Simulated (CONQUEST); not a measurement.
**Hg in CONQUEST: convergence with k mesh**

Input of the first run (k mesh 1 × 1 × 1); the others differ in this setting and in those tied to it:

The input Conquest_input:

```
IO.Title Hg
IO.Coordinates coords.dat
IO.FractionalAtomicCoords T
IO.Iprint 2
IO.Iprint_init 1
General.NumberOfSpecies 1
General.PseudopotentialType hamann
AtomMove.TypeOfRun static
AtomMove.FullStress T
Grid.GridCutoff 120
DM.SolutionMethod diagon
Diag.MPMesh T
Diag.GammaCentred T
Diag.MPMeshX 1
Diag.MPMeshY 1
Diag.MPMeshZ 1
Diag.kT 0.00183747
minE.SCTolerance 1e-6
SC.MaxIters 100
IO.AtomChargeOutput T
SC.KerkerPreCondition T
SC.KerkerFactor 0.3
SC.LinearMixingFactor 0.3
%block ChemicalSpeciesLabel
1 200.590 Hg
%endblock
```

File coords.dat:

```
    6.8203488088     0.0000000000     0.0000000000
    0.0000000000    11.7984501040     0.0000000000
    0.0000000000     0.0000000000    49.6690353089
10
  0.0000000000   0.3343437980   0.2853477190 1 T T T
  0.5000000000   0.8343437980   0.2853477190 1 T T T
  0.0000000000   0.6692523300   0.3933859620 1 T T T
  0.5000000000   0.1692523300   0.3933859620 1 T T T
  0.0000000000   0.3337790650   0.4985757960 1 T T T
  0.5000000000   0.8337790650   0.4985757960 1 T T T
  0.0000000000   0.6686875970   0.6066140380 1 T T T
  0.5000000000   0.1686875970   0.6066140380 1 T T T
  0.0000000000   0.0035961280   0.7146522810 1 T T T
  0.5000000000   0.5035961280   0.7146522810 1 T T T
```

Potentials or basis: PseudoDojo NC PBEsol, SZP, grid cutoff 120 Ha.

Command:

```console
$ OMP_NUM_THREADS=1 Conquest
```

Hardware: 1 thread of INTEL(R) XEON(R) PLATINUM 8581C CPU @ 2.30GHz (Emerald Rapids), with other jobs on the host.

```csv
k mesh,"energy less the tightest run, at zero smearing (meV/atom)",largest force (eV/Å),gap on the mesh (eV),SCF cycles,CPU time (s),peak memory (GiB)
1 × 1 × 1,-1082.19,0.479,1.734,14,34,1.1
2 × 1 × 1,330.55,0.317,1.332,12,32,1
3 × 2 × 1,-6.42,0.090,1.527,16,38,1.1
4 × 3 × 1,0.76,0.119,1.358,13,35,1.1
5 × 3 × 1,-0.59,0.112,1.505,15,39,1.1
6 × 4 × 1,-0.03,0.103,1.358,15,42,1.1
7 × 5 × 1,-0.03,0.103,1.416,15,44,1
9 × 6 × 1,0.00,0.103,1.406,15,50,1
11 × 6 × 1,0.00,0.103,1.388,15,56,1.1
```

Against the tightest run, the energy stays within 1 meV/atom from 4 × 3 × 1 on; the largest force stays within 0.005 eV/Å from 6 × 4 × 1 on. Not settled before the last step: the gap on the mesh (to 0.01 eV). Meshes of other sizes hit other points, so gaps and Fermi surfaces needn't settle smoothly. The tightest run that finished is the yardstick and may itself not be fully converged.

Caveat, for the tightest run too: the atomic basis is small; spin-orbit coupling is left out, which moves the levels of the heavy elements; the basis of atomic orbitals isn't converged, which shifts pressures, moduli and gaps.
